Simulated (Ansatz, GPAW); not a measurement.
# Ballistic transport through a Pb chain with two Cu atoms in line, from relaxation to T(E), part 2 of 2

How well does a Pb chain with two Cu atoms in line conduct once its atoms have relaxed, and how much do cheaper levels lose?

GPAW 26.7.0 and Ansatz 0.2.0; Ansatz plane waves; relaxation of the junction with the lead ends held (the session's first sound run).

So far, transmission at the Fermi level (one spin): step 3 (plane-wave reference (PBE)) 1.04.

### Step 4. GPAW, dzp

The script solves lead and junction separately, takes H and S in the orbital basis, and joins semi-infinite leads through their self-energies; the dzp basis is the working standard.

This step: GPAW LCAO, PAW setups; Landauer transmission from Green's functions with principal layers (ASE), zero bias (GPAW 26.7.0).

Input file run.py:

```python
import json
import numpy as np
from ase import Atoms
from ase.transport.calculators import TransportCalculator
from gpaw import GPAW, FermiDirac
from gpaw.lcao.tools import get_lcao_hamiltonian
from scipy.linalg import eigh

# The junction with lead layers at both ends, along the third cell vector
device = Atoms(
    ['Pb', 'Pb', 'Pb', 'Pb', 'Pb', 'Pb', 'Cu', 'Cu', 'Pb', 'Pb', 'Pb', 'Pb', 'Pb', 'Pb'],
    positions=[
        [4.50000, 4.50000, 1.45000],
        [4.50000, 4.50000, 4.35000],
        [4.50000, 4.50000, 7.25000],
        [4.50000, 4.50000, 10.15000],
        [5.27563, 4.64726, 13.05985],
        [4.21787, 4.43034, 15.80917],
        [4.45831, 4.47111, 18.46100],
        [4.53615, 4.50494, 20.85506],
        [4.71900, 4.60390, 23.51067],
        [3.77630, 4.15076, 26.27124],
        [4.50000, 4.50000, 29.17260],
        [4.50000, 4.50000, 32.07260],
        [4.50000, 4.50000, 34.97260],
        [4.50000, 4.50000, 37.87260]],
    cell=[[9.0, 0.0, 0.0], [0.0, 9.0, 0.0], [0.0, 0.0, 39.3226]],
    pbc=True)

# One principal layer of the lead: the first 3 atoms of the device
lead = Atoms(
    ['Pb', 'Pb', 'Pb'],
    positions=[
        [4.50000, 4.50000, 1.45000],
        [4.50000, 4.50000, 4.35000],
        [4.50000, 4.50000, 7.25000]],
    cell=[[9.0, 0.0, 0.0], [0.0, 9.0, 0.0], [0.0, 0.0, 8.7]],
    pbc=True)

settings = dict(mode='lcao', basis='dzp', xc='PBE', h=0.2,
                occupations=FermiDirac(0.1), maxiter=250,
                mixer=dict(beta=0.1, nmaxold=8, weight=100.0),
                convergence=dict(density=0.0001))
energies = np.arange(-2, 2 + 1e-9, 0.025)
eta = 0.0001
n1, n2 = 1, 1
# k and -k transmit alike, so half of the mesh across the current serves
mesh = [(i, j) for i in range(n1) for j in range(n2) if (i, j) <= (-i % n1, -j % n2)]
weights = np.array([1 if (i, j) == (-i % n1, -j % n2) else 2 for i, j in mesh]) / (n1 * n2)

# [... helper functions left out ...]
fermi_lead = ground_state(lead, (1, 1, 13), 'lead.txt')
fermi_device = ground_state(device, (1, 1, 2), 'device.txt')
# [... loop over the mesh left out, but for ...]
        # Shift the lead onto the potential of the device's first layer
        shift = ((H[:, 0, 0] - H0[:, 0, 0]) / S0[0, 0]).real.mean()
# [...]
kT = 8.617333e-5 * 300
bias = [0.1, 0.2, 0.5, 1.0, 1.5, 2.0]
# [... integrals and printing left out ...]
```

The run is started by

```
$ OMP_NUM_THREADS=1 OPENBLAS_NUM_THREADS=1 python run.py
```

Wall time 89 s (1 thread of Intel Xeon Platinum 8488C (Sapphire Rapids), shared host); peak memory 1.3 GiB.

Numbers from this step:

```yaml
conductance: 0.9878 G₀
thermopower: 6.127 μV/K
largest_coupling_past_the_next_principal_layer: 2.76e-8 eV
largest_misfit_of_the_first_principal_layer: 0.03066 eV
shift_that_aligns_the_lead: 0.01030 eV
basis_functions_of_the_junction: 306
basis_functions_of_a_principal_layer: 69
transmission_at_the_fermi_level_one_spin: 0.9944
```

One spin. Transmission, zone mean against energy, zero at the Fermi level:

| energy (eV) | transmission, zone mean |
| --- | --- |
| -2.000 | 0.530 |
| -1.900 | 0.692 |
| -1.800 | 0.936 |
| -1.775 | 0.995 |
| -1.700 | 0.460 |
| -1.600 | 0.871 |
| -1.500 | 0.945 |
| -1.400 | 0.729 |
| -1.300 | 0.0209 |
| -1.200 | 0.932 |
| -1.100 | 0.0317 |
| -1.000 | 0.293 |
| -0.925 | 0.971 |
| -0.900 | 0.797 |
| -0.800 | 0.315 |
| -0.700 | 0.185 |
| -0.600 | 0.764 |
| -0.500 | 0.878 |
| -0.400 | 0.966 |
| -0.300 | 1.02 |
| -0.200 | 1.05 |
| -0.150 | 1.06 |
| -0.100 | 1.05 |
| 0.000 | 0.994 |
| 0.100 | 0.884 |
| 0.200 | 0.755 |
| 0.300 | 0.648 |
| 0.400 | 0.577 |
| 0.500 | 0.535 |
| 0.600 | 0.515 |
| 0.700 | 0.510 |
| 0.800 | 0.517 |
| 0.900 | 0.538 |
| 1.000 | 0.570 |
| 1.100 | 0.612 |
| 1.200 | 0.658 |
| 1.300 | 0.704 |
| 1.400 | 0.744 |
| 1.500 | 0.770 |
| 1.600 | 0.788 |
| 1.700 | 0.797 |
| 1.800 | 0.797 |
| 1.900 | 0.793 |
| 2.000 | 0.786 |

Crossings of the lead's bands, unfolded to its shortest repeat. The open channels, zone mean by energy, zero at the Fermi level:

| energy (eV) | open channels, zone mean |
| --- | --- |
| -2.000 | 1 |
| -1.800 | 1 |
| -1.600 | 1 |
| -1.400 | 1 |
| -1.200 | 1 |
| -1.000 | 1 |
| -0.800 | 1 |
| -0.600 | 3 |
| -0.400 | 3 |
| -0.200 | 3 |
| 0.000 | 3 |
| 0.200 | 3 |
| 0.400 | 3 |
| 0.600 | 3 |
| 0.800 | 3 |
| 1.000 | 3 |
| 1.200 | 3 |
| 1.400 | 3 |
| 1.600 | 3 |
| 1.800 | 3 |
| 2.000 | 3 |

Not self-consistent under bias; the bias window is split evenly. Current through one cell, from the zero-bias transmission against bias:

| bias (V) | current through one cell, from the zero-bias transmission (μA) |
| --- | --- |
| 0.100 | 7.64 |
| 0.200 | 15.2 |
| 0.500 | 36.5 |
| 1.000 | 67.0 |
| 1.500 | 88.9 |
| 2.000 | 109 |

Transmission of the three most open eigenchannels against energy, zero at the Fermi level:

| energy (eV) | channel 1 | channel 2 | channel 3 |
| --- | --- | --- | --- |
| -2.000 | 0.530 | 0 | 0 |
| -1.900 | 0.692 | 0 | 0 |
| -1.800 | 0.936 | 0 | 0 |
| -1.700 | 0.460 | 0 | 0 |
| -1.600 | 0.871 | 0 | 0 |
| -1.500 | 0.945 | 0 | 0 |
| -1.400 | 0.729 | 0 | 0 |
| -1.300 | 0.0209 | 0 | 0 |
| -1.200 | 0.932 | 0 | 0 |
| -1.100 | 0.0317 | 0 | 0 |
| -1.000 | 0.293 | 0 | 0 |
| -0.900 | 0.797 | 0 | 0 |
| -0.800 | 0.315 | 0 | 0 |
| -0.700 | 0.185 | 1.5e-9 | 4.5e-10 |
| -0.600 | 0.757 | 0.00517 | 0.00200 |
| -0.500 | 0.862 | 0.0125 | 0.00336 |
| -0.400 | 0.935 | 0.0250 | 0.00532 |
| -0.300 | 0.978 | 0.0378 | 0.00805 |
| -0.200 | 0.997 | 0.0450 | 0.0115 |
| -0.100 | 0.985 | 0.0481 | 0.0152 |
| 0.000 | 0.937 | 0.0393 | 0.0184 |
| 0.100 | 0.834 | 0.0298 | 0.0199 |
| 0.200 | 0.714 | 0.0212 | 0.0196 |
| 0.300 | 0.615 | 0.0179 | 0.0149 |
| 0.400 | 0.550 | 0.0159 | 0.0110 |
| 0.500 | 0.513 | 0.0139 | 0.00854 |
| 0.600 | 0.495 | 0.0124 | 0.00709 |
| 0.700 | 0.492 | 0.0111 | 0.00626 |
| 0.800 | 0.501 | 0.0102 | 0.00582 |
| 0.900 | 0.524 | 0.00901 | 0.00565 |
| 1.000 | 0.557 | 0.00794 | 0.00566 |
| 1.100 | 0.599 | 0.00672 | 0.00577 |
| 1.200 | 0.647 | 0.00591 | 0.00542 |
| 1.300 | 0.694 | 0.00598 | 0.00415 |
| 1.400 | 0.735 | 0.00583 | 0.00304 |
| 1.500 | 0.763 | 0.00561 | 0.00213 |
| 1.600 | 0.782 | 0.00486 | 0.00147 |
| 1.700 | 0.792 | 0.00399 | 0.00100 |
| 1.800 | 0.794 | 0.00308 | 6.8e-4 |
| 1.900 | 0.791 | 0.00226 | 4.7e-4 |
| 2.000 | 0.784 | 0.00159 | 3.2e-4 |

At the Fermi level T is 0.994 against 1.04 in plane waves. Couplings past the next layer reach 2.8e-8 eV, small enough to drop; the matrix elements of the cell's first layer differ from the bulk lead's by up to 0.031 eV. That layer keeps its own values in the calculation, and only beyond it is the lead taken as perfect. The Fermi levels of lead and junction count from different zeros of potential, one for each periodic cell; with both set to zero, the small remaining shift is what aligns them. Without spin-orbit coupling, which is large for these atoms, channel counts and T are those of the scalar-relativistic bands. By hand: G = 0.9878 × 77.48 μS = 76.5 μS, a resistance of 13.1 kΩ; at 0.1 V a linear junction would pass 7.65 μA, and the integral over the bias window gives 7.64 μA. Mott's formula, S = -(π²/3)(k_B²T/e) d ln T/dE, has the prefactor 7.33 μV/K·eV at 300 K; T = 1.014 at -0.025 eV and 0.9713 at 0.025 eV give a slope of -0.856 per eV and S = 6.27 μV/K, beside 6.13 μV/K from the thermal integral, which interpolates the same grid.

### Step 5. GPAW, szp: basis = "szp(dzp)"

One radial function a shell plus polarisation makes the matrices smaller; the question is what that costs.

Changes to run.py since step 4:

```diff
@@ -39,3 +39,3 @@
 
-settings = dict(mode='lcao', basis='dzp', xc='PBE', h=0.2,
+settings = dict(mode='lcao', basis='szp(dzp)', xc='PBE', h=0.2,
                 occupations=FermiDirac(0.1), maxiter=250,
```

Elapsed: 75 s, on 1 thread; peak memory 1.2 GiB.

Numbers from this step:

- conductance: 0.9921 G₀
- thermopower: 6.533 μV/K
- largest coupling past the next principal layer: 2.75e-8 eV
- largest misfit of the first principal layer: 0.03880 eV
- shift that aligns the lead: 0.006754 eV
- basis functions of the junction: 186
- basis functions of a principal layer: 42
- transmission at the Fermi level (one spin): 0.9983

The conductance, 0.992 G₀, lies 0.4 % above that of the dzp run.

### Step 6. GPAW, sz: basis = "sz(dzp)"

The minimal basis is the cheapest rung: no second zeta and no polarisation.

Changes to run.py since step 5:

```diff
@@ -39,3 +39,3 @@
 
-settings = dict(mode='lcao', basis='szp(dzp)', xc='PBE', h=0.2,
+settings = dict(mode='lcao', basis='sz(dzp)', xc='PBE', h=0.2,
                 occupations=FermiDirac(0.1), maxiter=250,
```

Elapsed: 53 s, on 1 thread; peak memory 1.1 GiB.

Numbers from this step:

- conductance: 1.017 G₀
- thermopower: 3.848 μV/K
- largest coupling past the next principal layer: 2.77e-8 eV
- largest misfit of the first principal layer: 0.04797 eV
- shift that aligns the lead: 0.01098 eV
- basis functions of the junction: 120
- basis functions of a principal layer: 27
- transmission at the Fermi level (one spin): 1.022

The conductance, 1.02 G₀, lies 2.9 % above that of the dzp run.

### Step 7. LDA in the dzp basis: xc = "LDA"

Back in the dzp basis, the functional changes from PBE to LDA, to set the spread between functionals beside that between bases.

Changes to run.py since step 6:

```diff
@@ -39,3 +39,3 @@
 
-settings = dict(mode='lcao', basis='sz(dzp)', xc='PBE', h=0.2,
+settings = dict(mode='lcao', basis='dzp', xc='LDA', h=0.2,
                 occupations=FermiDirac(0.1), maxiter=250,
```

Wall time 80 s (1 thread); peak memory 1.3 GiB.

Numbers from this step:

```
conductance                                    : 0.9910 G₀
thermopower                                    : 6.037 μV/K
largest coupling past the next principal layer : 2.83e-8 eV
largest misfit of the first principal layer    : 0.02733 eV
shift that aligns the lead                     : 0.005242 eV
basis functions of the junction                : 306
basis functions of a principal layer           : 69
transmission at the Fermi level (one spin)     : 0.9976
```

One spin. The transmission, zone mean by energy, zero at the Fermi level:

| energy (eV) | transmission, zone mean |
| --- | --- |
| -2.000 | 0.540 |
| -1.900 | 0.720 |
| -1.800 | 0.985 |
| -1.700 | 0.606 |
| -1.600 | 0.908 |
| -1.500 | 0.966 |
| -1.400 | 0.775 |
| -1.300 | 0.00268 |
| -1.225 | 0.737 |
| -1.200 | 0.438 |
| -1.100 | 0.0264 |
| -1.000 | 0.293 |
| -0.925 | 0.982 |
| -0.900 | 0.827 |
| -0.800 | 0.338 |
| -0.700 | 0.206 |
| -0.600 | 0.775 |
| -0.500 | 0.894 |
| -0.400 | 0.972 |
| -0.300 | 1.02 |
| -0.200 | 1.05 |
| -0.150 | 1.06 |
| -0.100 | 1.05 |
| 0.000 | 0.998 |
| 0.100 | 0.888 |
| 0.200 | 0.760 |
| 0.300 | 0.655 |
| 0.400 | 0.585 |
| 0.500 | 0.544 |
| 0.600 | 0.525 |
| 0.700 | 0.520 |
| 0.800 | 0.528 |
| 0.900 | 0.550 |
| 1.000 | 0.582 |
| 1.100 | 0.624 |
| 1.200 | 0.671 |
| 1.300 | 0.716 |
| 1.400 | 0.753 |
| 1.500 | 0.781 |
| 1.600 | 0.797 |
| 1.700 | 0.804 |
| 1.800 | 0.803 |
| 1.900 | 0.799 |
| 2.000 | 0.791 |

The conductance, 0.991 G₀, lies 0.3 % above that of the dzp run.

### Step 8. The structure as built: geometry = "as built"

The dzp basis with PBE on the structure as first built shows what the relaxation was worth.

Changes to run.py since step 7:

```diff
@@ -16,8 +16,8 @@
         [4.50000, 4.50000, 10.15000],
-        [5.27563, 4.64726, 13.05985],
-        [4.21787, 4.43034, 15.80917],
-        [4.45831, 4.47111, 18.46100],
-        [4.53615, 4.50494, 20.85506],
-        [4.71900, 4.60390, 23.51067],
-        [3.77630, 4.15076, 26.27124],
+        [4.50000, 4.50000, 13.05000],
+        [4.50000, 4.50000, 15.95000],
+        [4.50000, 4.50000, 18.51130],
+        [4.50000, 4.50000, 20.81130],
+        [4.50000, 4.50000, 23.37260],
+        [4.50000, 4.50000, 26.27260],
         [4.50000, 4.50000, 29.17260],
@@ -39,3 +39,3 @@
 
-settings = dict(mode='lcao', basis='dzp', xc='LDA', h=0.2,
+settings = dict(mode='lcao', basis='dzp', xc='PBE', h=0.2,
                 occupations=FermiDirac(0.1), maxiter=250,
```

Run time: 76 s. Hardware: 1 thread; peak memory 1.3 GiB.

This step gave:

```yaml
conductance: 1.046 G₀
thermopower: 2.135 μV/K
largest_coupling_past_the_next_principal_layer: 2.76e-8 eV
largest_misfit_of_the_first_principal_layer: 0.01947 eV
shift_that_aligns_the_lead: -0.003991 eV
transmission_at_the_fermi_level_one_spin: 1.047
```

The conductance, 1.05 G₀, lies 5.9 % above that of the dzp run.

### Step 9. Cost and result by level

Times are wall times on the hardware named with each run. The runs compared:

| no. | run | conductance (G₀) | time | memory (GiB) |
| --- | --- | --- | --- | --- |
| 1 | pw PBE | 1.036 | 1.8 min | 4.3 |
| 2 | dzp | 0.9878 | 89 s | 1.3 |
| 3 | szp | 0.9921 | 75 s | 1.2 |
| 4 | sz | 1.017 | 53 s | 1.1 |
| 5 | dzp LDA | 0.9910 | 80 s | 1.3 |
| 6 | asbuilt | 1.046 | 76 s | 1.3 |

### Step 10. Comparison

The curves are compared point by point over the common energies.

This step: comparison of transmission and cost over codes, levels and geometry (GPAW 26.7.0).

Ladder, by row:

| step | code | T at the Fermi level (sum over the listed spins) | conductance (G0) | r.m.s. T(E) from the first | wall time (s) | peak memory (GiB) | threads |
| --- | --- | --- | --- | --- | --- | --- | --- |
| pw-pbe | Ansatz | 1.043 | 1.036 | 0 | 110 | 4.323 | 4 |
| dzp | GPAW | 0.9944 | 0.9878 | 0.1753 | 89.41 | 1.28 | 1 |
| szp | GPAW | 0.9983 | 0.9921 | 0.2259 | 75.01 | 1.25 | 1 |
| sz | GPAW | 1.022 | 1.017 | 0.2414 | 53.28 | 1.15 | 1 |
| dzp-LDA | GPAW | 0.9976 | 0.991 | 0.1685 | 79.59 | 1.28 | 1 |
| asbuilt | GPAW | 1.047 | 1.046 | 0.3245 | 75.5 | 1.28 | 1 |

The transmission, zone mean, sum over the listed spins by energy, zero at the Fermi level:

| energy (eV) | pw-pbe | dzp | szp | sz | dzp-LDA | asbuilt |
| --- | --- | --- | --- | --- | --- | --- |
| -2.000 | 0.563 | 0.530 | 0.550 | 0.632 | 0.540 | 0.992 |
| -1.925 | 0.968 | 0.647 | 0.657 | 0.749 | 0.669 | 0.982 |
| -1.900 | 0.652 | 0.692 | 0.696 | 0.791 | 0.720 | 0.975 |
| -1.800 | 0.446 | 0.936 | 0.865 | 0.978 | 0.985 | 0.911 |
| -1.775 | 0.531 | 0.995 | 0.912 | 0.988 | 0.885 | 0.878 |
| -1.725 | 0.670 | 0.0745 | 0.996 | 0.141 | 0.355 | 0.772 |
| -1.700 | 0.728 | 0.460 | 0.840 | 0.565 | 0.606 | 0.691 |
| -1.600 | 0.892 | 0.871 | 0.858 | 0.911 | 0.908 | 0.191 |
| -1.525 | 0.929 | 0.940 | 0.956 | 0.925 | 0.962 | 2.4e-4 |
| -1.500 | 0.917 | 0.945 | 0.968 | 0.873 | 0.966 | 0.0209 |
| -1.400 | 0.450 | 0.729 | 0.944 | 0.453 | 0.775 | 0.202 |
| -1.300 | 0.0941 | 0.0209 | 0.0917 | 0.683 | 0.00268 | 0.223 |
| -1.200 | 0.0160 | 0.932 | 0.361 | 0.909 | 0.438 | 4.8e-4 |
| -1.175 | 0.0305 | 0.177 | 0.628 | 0.994 | 0.0720 | 0.0924 |
| -1.100 | 0.151 | 0.0317 | 0.0718 | 0.0599 | 0.0264 | 0.767 |
| -1.000 | 0.857 | 0.293 | 0.0356 | 0.734 | 0.293 | 0.969 |
| -0.975 | 0.990 | 0.609 | 0.0843 | 0.960 | 0.593 | 0.979 |
| -0.900 | 0.700 | 0.797 | 0.937 | 0.361 | 0.827 | 0.990 |
| -0.800 | 0.319 | 0.315 | 0.398 | 0.188 | 0.338 | 0.992 |
| -0.700 | 0.421 | 0.185 | 0.210 | 0.574 | 0.206 | 0.991 |
| -0.600 | 0.744 | 0.764 | 0.795 | 0.766 | 0.775 | 1.01 |
| -0.500 | 0.866 | 0.878 | 0.908 | 0.864 | 0.894 | 1.03 |
| -0.400 | 0.956 | 0.966 | 0.988 | 0.950 | 0.972 | 1.04 |
| -0.300 | 1.03 | 1.02 | 1.04 | 1.01 | 1.02 | 1.05 |
| -0.200 | 1.08 | 1.05 | 1.07 | 1.05 | 1.05 | 1.06 |
| -0.175 | 1.09 | 1.06 | 1.07 | 1.05 | 1.06 | 1.06 |
| -0.150 | 1.09 | 1.06 | 1.07 | 1.05 | 1.06 | 1.06 |
| -0.125 | 1.09 | 1.05 | 1.07 | 1.05 | 1.06 | 1.14 |
| -0.100 | 1.09 | 1.05 | 1.06 | 1.05 | 1.05 | 1.07 |
| 0.000 | 1.04 | 0.994 | 0.998 | 1.02 | 0.998 | 1.05 |
| 0.100 | 0.933 | 0.884 | 0.884 | 0.946 | 0.888 | 1.01 |
| 0.200 | 0.801 | 0.755 | 0.756 | 0.849 | 0.760 | 0.976 |
| 0.300 | 0.690 | 0.648 | 0.653 | 0.763 | 0.655 | 0.942 |
| 0.400 | 0.615 | 0.577 | 0.585 | 0.700 | 0.585 | 0.912 |
| 0.500 | 0.570 | 0.535 | 0.546 | 0.662 | 0.544 | 0.885 |
| 0.600 | 0.548 | 0.515 | 0.527 | 0.642 | 0.525 | 0.862 |
| 0.700 | 0.544 | 0.510 | 0.523 | 0.637 | 0.520 | 0.840 |
| 0.800 | 0.556 | 0.517 | 0.532 | 0.644 | 0.528 | 0.837 |
| 0.900 | 0.582 | 0.538 | 0.554 | 0.662 | 0.550 | 0.796 |
| 1.000 | 0.622 | 0.570 | 0.586 | 0.691 | 0.582 | 0.780 |
| 1.100 | 0.674 | 0.612 | 0.628 | 0.729 | 0.624 | 0.764 |
| 1.200 | 0.738 | 0.658 | 0.676 | 0.773 | 0.671 | 0.749 |
| 1.275 | 0.944 | 0.693 | 0.712 | 0.808 | 0.705 | 0.738 |
| 1.300 | 0.672 | 0.704 | 0.723 | 0.819 | 0.716 | 0.735 |
| 1.400 | 0.792 | 0.744 | 0.763 | 0.861 | 0.753 | 0.723 |
| 1.500 | 0.823 | 0.770 | 0.792 | 0.894 | 0.781 | 0.712 |
| 1.600 | 0.835 | 0.788 | 0.811 | 0.918 | 0.797 | 0.702 |
| 1.700 | 0.835 | 0.797 | 0.820 | 0.934 | 0.804 | 0.694 |
| 1.800 | 0.826 | 0.797 | 0.821 | 0.943 | 0.803 | 0.686 |
| 1.900 | 0.812 | 0.793 | 0.818 | 0.948 | 0.799 | 0.680 |
| 2.000 | 0.796 | 0.786 | 0.812 | 0.950 | 0.791 | 0.674 |

### Step 11. K-points along the lead 2, mixing 0.25, mixing history 12

The lead's own mesh along the current sets its density and potential; where the lead is aligned to the junction's end layer, a rigid shift drops out. Mixing changes the road to self-consistency, not its end. The mixing history changes the road to self-consistency, not its end. The SCF mesh sets the Fermi level of the repeated cell.

This step: GPAW LCAO, PAW setups; Landauer transmission from Green's functions with principal layers (ASE), zero bias (GPAW 26.7.0).

Changes to run.py since step 8:

```diff
@@ -16,8 +16,8 @@
         [4.50000, 4.50000, 10.15000],
-        [4.50000, 4.50000, 13.05000],
-        [4.50000, 4.50000, 15.95000],
-        [4.50000, 4.50000, 18.51130],
-        [4.50000, 4.50000, 20.81130],
-        [4.50000, 4.50000, 23.37260],
-        [4.50000, 4.50000, 26.27260],
+        [5.27563, 4.64726, 13.05985],
+        [4.21787, 4.43034, 15.80917],
+        [4.45831, 4.47111, 18.46100],
+        [4.53615, 4.50494, 20.85506],
+        [4.71900, 4.60390, 23.51067],
+        [3.77630, 4.15076, 26.27124],
         [4.50000, 4.50000, 29.17260],
@@ -41,3 +41,3 @@
                 occupations=FermiDirac(0.1), maxiter=250,
-                mixer=dict(beta=0.1, nmaxold=8, weight=100.0),
+                mixer=dict(beta=0.25, nmaxold=12, weight=100.0),
                 convergence=dict(density=0.0001))
@@ -51,4 +51,4 @@
 # [... helper functions left out ...]
-fermi_lead = ground_state(lead, (1, 1, 13), 'lead.txt')
-fermi_device = ground_state(device, (1, 1, 2), 'device.txt')
+fermi_lead = ground_state(lead, (1, 1, 2), 'lead.txt')
+fermi_device = ground_state(device, (1, 1, 6), 'device.txt')
 # [... loop over the mesh left out, but for ...]
```

The job ended after 1.8 min (1 thread; peak memory 1.4 GiB).

The run finished with changed settings (lead_nz = 2, beta = 0.25, nmaxold = 12 and scf_mesh = [1, 1, 6]); it serves as a test.

Side by side:

| quantity | this run | sound run | difference |
| --- | --- | --- | --- |
| conductance (G₀) | 1.0413 | 0.98782 | 0.0535 |
| thermopower (μV/K) | 2.8124 | 6.1273 | -3.31 |
| largest coupling past the next principal layer (eV) | 2.754e-8 | 2.756e-8 | -2.2e-11 |
| largest misfit of the first principal layer (eV) | 0.18787 | 0.030661 | 0.157 |
| shift that aligns the lead (eV) | 0.13862 | 0.010302 | 0.128 |
| transmission at the Fermi level (one spin) | 1.0528 | 0.99437 | 0.0585 |

The two runs differ clearly in the largest misfit of the first principal layer: 0.188 eV against 0.0307 eV.

### Step 12. Summary of results

| Property | Result |
| --- | --- |
| conductance | 0.988 G₀ |
| transmission at the Fermi level, mean of the spins | 0.994 |
| thermopower | 6.13 μV/K |
| open channels of the lead there | 3 |

What this shows: In the dzp basis the junction conducts 0.988 G₀ at 300 K, with T = 0.994 a spin at the Fermi level; the sz basis reaches that conductance within 10 %. Relaxation moved atoms by up to 0.80 Å and took the conductance from 1.05 to 0.988 G₀, as a ratio a larger change than the step from dzp to the minimal basis. Plane waves (PBE) give T = 1.04 there. The scatterer reflects about 67 % of the incoming channels at the Fermi level. At the Fermi level the three most open eigenchannels pass 0.94, 0.039 and 0.018. The positive thermopower says that the thermally weighted transmission is larger below the Fermi level, as for hole-like transport. Measured against the first run (pw-pbe), the nearest curve is that of dzp-LDA (r.m.s. 0.17) and the farthest that of asbuilt (0.32). Over the compared runs wall time goes from 53 s (sz) to 110 s (pw-pbe), on a shared host; the plane-wave run used 4 threads and the orbital runs 1. The leads kept an estimated spacing and the cell its length, so the junction may be under some tension or compression. Spin-orbit coupling is left out, which matters for the heavy atoms here. An evenly spaced straight chain is an idealisation: free chains tend to dimerise, zigzag or, where a band edge lies near the Fermi level, turn magnetic. The currents use the zero-bias T(E) throughout, which holds only while the bias is small against the distance to the nearest feature.

[Logs are printed without paths, hosts, clocks, repeated set-up lines and the standing remarks that a program may print on its own settings, such as how far it seeks lower states.]

[Hosts, paths, dates, database ids (printed as entryN), source tags and the programs' standing remarks are cut or masked in the printed files.]
